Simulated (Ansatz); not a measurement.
CaO (rocksalt), relaxed with r2SCAN: space group Fm-3m (No. 225), cubic; a = 4.795 Å in the conventional setting, 13.78 Å³ an atom. Around Ca lie 6 O at 2.40 Å; around O lie 6 Ca at 2.40 Å. One-shot G0W0@PBE in the plane-wave code Ansatz on a 4×4×4 mesh (contour deformation, no spin-orbit coupling), from a PBE gap of 3.646 eV over the mesh points (the G0W0 gap is indirect on the mesh); the number N of bands summed and the screening cutoff rise together. Spin-unpolarised throughout; all numbers are computed.

```tsv
N	cutoff (eV)	1000/N	G0W0 gap (eV)
52	80	19.231	5.662
111	140	9.009	5.808
```

Q: Lay a straight line in 1000/N through these rows.

A: The slope is -0.0143 eV per unit of 1000/N and the intercept 5.937 eV.

Q: Predict the gap at N = 198 (210 eV).

A: 5.937 + (-0.0143) × 5.051 = 5.865 eV; the run gives 5.921 eV, +0.056 eV from the line.

Q: With that run's result added, what limit do the last two rows suggest?

A: Their slope is (5.921 − 5.808)/(5.051 − 9.009) = -0.0285, which meets 1/N = 0 at 6.06 eV, against 5.937 eV from the first line. The slope steepens, so 1/N isn't yet asymptotic and the true limit probably lies higher still; the k mesh isn't extrapolated.
